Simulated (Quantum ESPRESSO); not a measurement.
InSe under changes of volume

One of the cells (32.011 Å³/atom); the others are scaled copies at fixed shape and fractional positions:

```xyz
8
Lattice="4.0473 0.0000 0.0000 -2.0237 3.5051 0.0000 0.0000 0.0000 18.0521" Properties=species:S:1:pos:R:3 pbc="T T T"
In    0.0000    2.3367    1.3971
In    0.0000    2.3367   16.6550
In    0.0000    0.0000    7.6289
In    0.0000    0.0000   10.4231
Se    0.0000    2.3367    6.3721
Se    0.0000    2.3367   11.6800
Se    2.0237    1.1684    2.6537
Se    2.0237    1.1684   15.3984
```

Measurements of this composition are mostly on another form, of space group No. 160.

```yaml
Program: Quantum ESPRESSO 7.5
Functional: LDA
Potentials_or_basis: GBRV 1.5 LDA
Cutoff: 762 eV
Density_cutoff: 6095 eV
k_mesh: 6 × 6 × 1
Occupations: fermi-dirac, width 0.05 eV
Spin: no spin polarisation
```

```tsv
volume (Å³/atom)	energy over the lowest point (meV/atom)	pressure (GPa)	gap on the mesh (eV)	largest force (eV/Å)
30.091	0.13	0.5	0.64	0.345
30.731	0.00	-0.6	0.58	0.169
31.371	3.90	-1.5	0.53	0.099
32.011	11.36	-2.4	0.48	0.151
32.652	?	?	?	?
33.292	35.39	-3.8	0.40	0.421
33.932	51.26	-4.4	0.36	0.540
```

Problem. What does the run at 32.652 Å³/atom give?

Solution. Energy over the lowest point 21.97 meV/atom; pressure -3.1 GPa; gap on the mesh 0.44 eV; largest force 0.291 eV/Å.

Worked out: A Birch-Murnaghan fit of order 3 (a polynomial in V^(-2/3)) to the other rows has its minimum at 30.43 Å³/atom with B0 = V·E''(V) = 51 GPa and B' = 4.8 at fixed shape and positions, which overstates the stiffness. It gives 21.99 meV/atom at 32.652 Å³/atom, against the run's 21.97, and -dE/dV = -3.0 GPa, against -3.1. A straight line through the other rows of the gap, of slope -2.3 eV per unit of ln V (its deformation potential), gives 0.44 eV, against the run's 0.44.

Energies are extrapolated to zero smearing.

Caveats: spin-orbit coupling is left out, which moves the levels of the heavy elements.
